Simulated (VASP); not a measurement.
# MoS2 (P-3m1) in VASP: further runs

One crystal, MoS2, is run at these levels: PBEsol, LDA; tasks: relaxation of cell and atoms.

Program: VASP 6.6.1. These are calculated values, not measurements. Logs are shortened: lines on timing, memory, paths and dates and some standing lists are left out, and cuts for length are marked.

## (1) The crystal as given

It takes space group P-3m1 (No. 164, trigonal). Conventional cell: a = 3.227 Å, b = 3.227 Å, c = 6.312 Å, α = 90.00°, β = 90.00°, γ = 120.00°. Around Mo (site symmetry -3m) lie 6 S at 2.42 Å. Around S (site symmetry 3m) lie 3 Mo at 2.42 Å.

Measurements of this composition are mostly on another form, of space group No. 194.

## (2) Relaxation of cell and atoms, PBEsol

The input, INCAR:

```
  ALGO = Fast
  EDIFF = 1E-7
  EDIFFG = -0.01
  ENCUT = 600
  GGA = PS
  IBRION = 2
  ISIF = 3
  ISMEAR = -1
  LASPH = True
  LCHARG = False
  LREAL = False
  LWAVE = False
  NELM = 80
  NSW = 40
  PREC = Accurate
  SIGMA = 0.05
```

The input, KPOINTS:

```
k-points
0
Gamma
  8 8 4
```

The input, POSCAR:

```
MoS2
1.0
    3.2274645616      0.0000000000      0.0000000000
   -1.6137322808      2.7950663001      0.0000000000
    0.0000000000      0.0000000000      6.3124734200
Mo S
1 2
Direct
    0.0000000000      0.0000000000      0.5000000000
    0.6666666667      0.3333333333      0.7446806800
    0.3333333333      0.6666666667      0.2553193200
```

Potentials or basis: VASP PAW PBE potentials, release 64 (Mo_sv, S).

Launch:

```sh
$ cat potpaw_PBE.64/Mo_sv/POTCAR potpaw_PBE.64/S/POTCAR > POTCAR
$ mpirun -np 1 vasp_std > vasp.out
```

OUTCAR:

```text
EDIFF = 1E-7
   EDIFFG = -0.01
   ENCUT = 600
   GGA = PS
   IBRION = 2
   ISIF = 3
   ISMEAR = -1
   LASPH = True
   LREAL = False
   NELM = 80
   NSW = 40
   PREC = Accurate

 ion  position               nearest neighbor table
   1  0.000  0.000  0.500-   2 2.42   3 2.42   3 2.42   2 2.42   2 2.42   3 2.42
   2  0.667  0.333  0.745-   1 2.42   1 2.42   1 2.42
   3  0.333  0.667  0.255-   1 2.42   1 2.42   1 2.42

  LATTYP: Found a hexagonal cell.
 ALAT       =     3.2274645616
 C/A-ratio  =     1.9558614199

  Lattice vectors:

 A1 = (   3.2274645616,   0.0000000000,   0.0000000000)
 A2 = (  -1.6137322808,   2.7950663001,   0.0000000000)
 A3 = (   0.0000000000,   0.0000000000,   6.3124734200)

Analysis of symmetry for initial positions (statically):
=====================================================================
 Subroutine PRICEL returns:
 Original cell was already a primitive cell.

 Routine SETGRP: Setting up the symmetry group for a
 hexagonal supercell.

 Subroutine GETGRP returns: Found 12 space group operations
 (whereof 12 operations were pure point group operations)
 out of a pool of 24 trial point group operations.

The static configuration has the point symmetry D_3d.

Analysis of symmetry for dynamics (positions and initial velocities):
=====================================================================
 Subroutine PRICEL returns:
 Original cell was already a primitive cell.

 Routine SETGRP: Setting up the symmetry group for a
 hexagonal supercell.

 Subroutine GETGRP returns: Found 12 space group operations
 (whereof 12 operations were pure point group operations)
 out of a pool of 24 trial point group operations.

The dynamic configuration has the point symmetry D_3d.

 Subroutine INISYM returns: Found 12 space group operations
 (whereof 12 operations are pure point group operations),
 and found     1 'primitive' translations

----------------------------------------------------------------------------------------

                                     Primitive cell

  volume of cell :      56.9447

  direct lattice vectors                    reciprocal lattice vectors
     3.227464562  0.000000000  0.000000000     0.309840737  0.178886633  0.000000000
    -1.613732281  2.795066300  0.000000000     0.000000000  0.357773266  0.000000000
     0.000000000  0.000000000  6.312473420     0.000000000  0.000000000  0.158416509

  length of vectors
     3.227464562  3.227464562  6.312473420     0.357773266  0.357773266  0.158416509

  position of ions in fractional coordinates (direct lattice)
     0.000000000  0.000000000  0.500000000
     0.666666667  0.333333333  0.744680680
     0.333333333  0.666666667  0.255319320

  ion indices of the primitive-cell ions
   primitive index   ion index
                 1           1
                 2           2
                 3           3

----------------------------------------------------------------------------------------

 KPOINTS: k-points

Automatic generation of k-mesh.
 Grid dimensions read from file:
 generate k-points for:    8    8    4

 Generating k-lattice:

  Cartesian coordinates                     Fractional coordinates (reciprocal lattice)
     0.038730092  0.022360829  0.000000000     0.125000000  0.000000000  0.000000000
     0.000000000  0.044721658  0.000000000     0.000000000  0.125000000  0.000000000
     0.000000000  0.000000000  0.039604127     0.000000000  0.000000000  0.250000000

  Length of vectors
     0.044721658  0.044721658  0.039604127

  Shift w.r.t. Gamma in fractional coordinates (k-lattice)
     0.000000000  0.000000000  0.000000000

 Subroutine IBZKPT returns following result:
 ===========================================

 Found     35 irreducible k-points:

 Following reciprocal coordinates:
            Coordinates               Weight
  0.000000  0.000000  0.000000      1.000000
  0.125000  0.000000  0.000000      6.000000
  0.250000  0.000000  0.000000      6.000000
  0.375000  0.000000  0.000000      6.000000
  0.500000  0.000000  0.000000      3.000000
  0.125000  0.125000  0.000000      6.000000
[... 16 lines left out ...]
 -0.125000  0.500000  0.250000     12.000000
  0.250000  0.250000  0.250000     12.000000
 [... further k-points ...]
   k-points           NKPTS =     35   k-points in BZ     NKDIM =     35   number of bands    NBANDS=     17
   number of dos      NEDOS =    301   number of ions     NIONS =      3
   total plane-waves  NPLWV =  39200
   dimension x,y,z NGX =    28 NGY =   28 NGZ =   50
   dimension x,y,z NGXF=    56 NGYF=   56 NGZF=  100
   ions per type =               1   2
   NGX,Y,Z   is equivalent  to a cutoff of  14.42, 14.42, 13.17 a.u.
   NGXF,Y,Z  is equivalent  to a cutoff of  28.85, 28.85, 26.34 a.u.
 SYSTEM =  unknown system
   PREC   = accura    normal or accurate (medium, high low for compatibility)
   ISTART =      0    job   : 0-new  1-cont  2-samecut
   ICHARG =      2    charge: 1-file 2-atom 10-const
   ISPIN  =      1    spin polarized calculation?
   LNONCOLLINEAR =      F non collinear calculations
   LSORBIT =      F    spin-orbit coupling
   LASPH  =      T    aspherical Exc in radial PAW
   ENCUT  =  600.0 eV  44.10 Ry    6.64 a.u.   6.45  6.45 12.61*2*pi/ulx,y,z
   NELM   =     80;   NELMIN=  2; NELMDL= -5     # of ELM steps
   EDIFF  = 0.1E-06   stopping-criterion for ELM
   LREAL  =      F    real-space projection
   EDIFFG = -.1E-01   stopping-criterion for IOM
   NSW    =     40    number of steps for IOM
   IBRION =      2    ionic relax: 0-MD 1-quasi-New 2-CG
   NFREE  =      1    steps in history (QN), initial steepest desc. (CG)
   ISIF   =      3    stress and relaxation
   ISYM   =      2    0-nonsym 1-usesym 2-fastsym
   POTIM  = 0.5000    time-step for ionic-motion
   TEBEG  =    0.0;   TEEND  =   0.0 temperature during run
   PSTRESS=    0.0 pullay stress
   NELECT =      26.0000    total number of electrons
   NUPDOWN=      -1.0000    fix difference up-down
   EMIN   =  10.00;   EMAX   =-10.00  energy-range for DOS
   EFERMI =   0.00;   METHOD = LEGACY
   ISMEAR =    -1;   SIGMA  =   0.05  broadening in eV -4-tet -1-fermi 0-gaus
   EFERMI_NEDOS =   21; number of points for ismear=-14 and -15
   IALGO  =     68    algorithm
   IMIX   =      4    mixing-type and parameters
     AMIX     =   0.40;   BMIX     =  1.00
     AMIX_MAG =   1.60;   BMIX_MAG =  1.00
  volume/ion in A,a.u.               =      18.98       128.09
  Fermi-wavevector in a.u.,A,eV,Ry     =   1.260612  2.382212 21.621610  1.589144
  Thomas-Fermi vector in A             =   2.394113
   LORBIT       =      0    0 simple, 1 ext, 2 COOP (PROOUT), +10 PAW based schemes
   GGA     = PS    functional components
   LHFCALC =     F    Hartree Fock is set to
   AEXX    =    0.0000 exact exchange contribution
   IVDW    =     0    specifies the selected vdW correction
   LEPSILON=     F    determine dielectric tensor
   LRPA    =     F    only Hartree local field effects (RPA)
 conjugate gradient relaxation of ions
 non-spin polarized calculation
 RMM-DIIS sequential band-by-band and
  energy-cutoff  :      600.00
  volume of cell :       56.94
 maximum number of plane-waves:      1934
 NGX is ok and might be reduce to    28
   NGX = 13   NGY = 13   NGZ = 25

--------------------------------------- Ionic step        1  -------------------------------------------

 number of electron      26.0000002 magnetization

 Free energy of the ion-electron system (eV)
  ---------------------------------------------------
  ext. energy  EPLUGINS =         0.00000000
  ---------------------------------------------------
  free energy    TOTEN  =       -22.56677641 eV

  energy without entropy =      -22.55437226  energy(sigma->0) =      -22.56057434

------------------------ aborting loop because EDIFF is reached ----------------------------------------

  FORCE on cell =-STRESS in cart. coord.  units (eV):
  Direction    XX          YY          ZZ          XY          YZ          ZX
  --------------------------------------------------------------------------------------
  -------------------------------------------------------------------------------------
  Total       -1.5905063     -1.5905063     -0.4181569      0.0000000      0.0000000      0.0000000
  in kB      -44.7499775    -44.7499775    -11.7651288      0.0000000      0.0000000      0.0000000
  external PRESSURE =     -33.7550279 kB  Pullay stress =       0.0000000 kB
[... 92 lines left out ...]
  FREE ENERGIE OF THE ION-ELECTRON SYSTEM (eV)
  ---------------------------------------------------
  free  energy   TOTEN  =       -22.5896805254 eV

  energy  without entropy=      -22.5777954905  energy(sigma->0) =      -22.58373801

[... ionic steps 4 to 21 ...]

--------------------------------------- Ionic step       22  -------------------------------------------

 number of electron      26.0000002 magnetization

------------------------ aborting loop because EDIFF is reached ----------------------------------------

  FORCE on cell =-STRESS in cart. coord.  units (eV):
  Direction    XX          YY          ZZ          XY          YZ          ZX
  --------------------------------------------------------------------------------------
  -------------------------------------------------------------------------------------
  Total       -0.0671555     -0.0671555     -0.1482879      0.0000000     -0.0000000      0.0000000
  in kB       -2.0845783     -2.0845783     -4.6030132      0.0000000     -0.0000000      0.0000000
  external PRESSURE =      -2.9240566 kB  Pullay stress =       0.0000000 kB
[... 59 lines left out ...]
  energy  without entropy=      -22.6100668640  energy(sigma->0) =      -22.61540874

--------------------------------------- Ionic step       24  -------------------------------------------

 number of electron      26.0000002 magnetization

 Free energy of the ion-electron system (eV)
  ---------------------------------------------------
  ext. energy  EPLUGINS =         0.00000000
  ---------------------------------------------------
  free energy    TOTEN  =       -22.62078975 eV

  energy without entropy =      -22.61004980  energy(sigma->0) =      -22.61541978

 E-fermi :   8.0839     XC(G=0): -11.2656

 val. band max:        8.0491822701   @ k =   0.0000   0.0000   0.0000
 cond. band min:       8.0918057351   @ k =   0.2500   0.2500   0.0000
 fundamental gap:      0.0426234650
 Fermi energy:         8.0838847434

 k-point     1 :       0.0000    0.0000    0.0000
  band No.  band energies     occupation
      1     -53.5111      2.00000
      2     -27.6338      2.00000
      3     -27.5027      2.00000
      4     -27.5027      2.00000
      5      -7.0788      2.00000
      6      -5.3487      2.00000
[... 9 lines left out ...]
     16      11.2598      0.00000
     17      11.2598      0.00000
[... 443 lines left out ...]
      1     -53.4685      2.00000
      2     -27.8333      2.00000
      3     -27.6772      2.00000
      4     -27.5504      2.00000
      5      -5.0038      2.00000
      6      -4.7429      2.00000
[... 9 lines left out ...]
     16      10.4507      0.00000
     17      12.3348      0.00000

 [... further k-points ...]

------------------------ aborting loop because EDIFF is reached ----------------------------------------

  FORCE on cell =-STRESS in cart. coord.  units (eV):
  Direction    XX          YY          ZZ          XY          YZ          ZX
  --------------------------------------------------------------------------------------
  -------------------------------------------------------------------------------------
  Total        0.0181173      0.0181173      0.0047961     -0.0000000     -0.0000000     -0.0000000
  in kB        0.5633193      0.5633193      0.1491252     -0.0000000     -0.0000000     -0.0000000
  external PRESSURE =       0.4252546 kB  Pullay stress =       0.0000000 kB
[... 18 lines left out ...]
  FREE ENERGIE OF THE ION-ELECTRON SYSTEM (eV)
  ---------------------------------------------------
  free  energy   TOTEN  =       -22.6207897548 eV

  energy  without entropy=      -22.6100498041  energy(sigma->0) =      -22.61541978

 reached required accuracy - stopping structural energy minimisation
```

Run time: 8.8 min. Hardware: 1 thread of Intel Xeon Platinum 8559C (Emerald Rapids), shared host; peak memory 0.22 GiB.

Results:

- Free energy: -22.6208 eV
- Relaxed volume: 17.18 Å³/atom
- Relaxed cell: a = 3.156 Å, b = 3.156 Å, c = 5.974 Å, α = 90.00°, β = 90.00°, γ = 120.00°
- Space group after relaxing (to 0.05 Å): P-3m1 (No. 164)
- Energy gained by relaxing: 18.0 meV/atom
- Ionic steps: 24
- Pressure after relaxing: 0.0 GPa
- Largest force after relaxing: 0.004 eV/Å
- Band gap on the k mesh: none (metal or under the smearing width)

Forces on the atoms (eV/Å):
```
Mo   0.000  0.000  0.000
S    0.000  0.000 -0.004
S    0.000  0.000  0.004
```

Step by step:
| step | energy change (eV) | largest force (eV/Å) | pressure (GPa) | volume (Å³) |
| --- | --- | --- | --- | --- |
| 1 | 0.0000 | 0.0129 | -3.38 | 56.94 |
| 2 | -0.0044 | 0.8578 | 4.78 | 53.71 |
| 3 | -0.0229 | 0.4425 | 0.68 | 55.21 |
| 4 | -0.0414 | 0.1320 | 0.00 | 54.62 |
| 5 | -0.0423 | 0.0534 | -0.20 | 54.46 |
| 6 | -0.0423 | 0.0453 | -0.22 | 54.44 |
| 7 | -0.0430 | 0.0746 | 0.07 | 54.22 |
| 8 | -0.0436 | 0.1298 | 0.64 | 53.81 |
| 9 | -0.0438 | 0.1257 | 0.62 | 53.79 |
| 10 | -0.0444 | 0.1126 | 0.55 | 53.72 |
| 11 | -0.0455 | 0.0863 | 0.43 | 53.58 |
| 12 | -0.0473 | 0.0340 | 0.18 | 53.29 |
| 13 | -0.0493 | 0.0691 | -0.27 | 52.71 |
| 14 | -0.0495 | 0.1118 | -0.44 | 52.48 |
| 15 | -0.0502 | 0.0991 | -0.26 | 52.26 |
| 16 | -0.0512 | 0.0717 | 0.13 | 51.79 |
| 17 | -0.0505 | 0.0187 | 1.02 | 50.84 |
| 18 | -0.0514 | 0.0519 | 0.40 | 51.51 |
| 19 | -0.0521 | 0.0523 | 0.29 | 51.53 |
| 20 | -0.0535 | 0.0534 | -0.06 | 51.58 |
| 21 | -0.0529 | 0.0474 | -0.76 | 51.67 |
| 22 | -0.0539 | 0.0525 | -0.29 | 51.61 |
| 23 | -0.0540 | 0.0207 | 0.21 | 51.49 |
| 24 | -0.0540 | 0.0039 | 0.04 | 51.53 |

Final structure:
```xyz
3
Lattice="3.1558 0.0000 0.0000 -1.5779 2.7330 0.0000 0.0000 0.0000 5.9745" Properties=species:S:1:pos:R:3 pbc="T T T"
Mo    0.0000    0.0000    2.9872
S     1.5779    0.9110    4.5627
S     0.0000    1.8220    1.4118
```

Caveat: the PAW data sets were made with another functional, which shifts forces and pressure a little; this functional lacks dispersion, which binds the layers, so the pressure and a relaxed spacing across them are unreliable.

(Continued in part 2 of 2.)
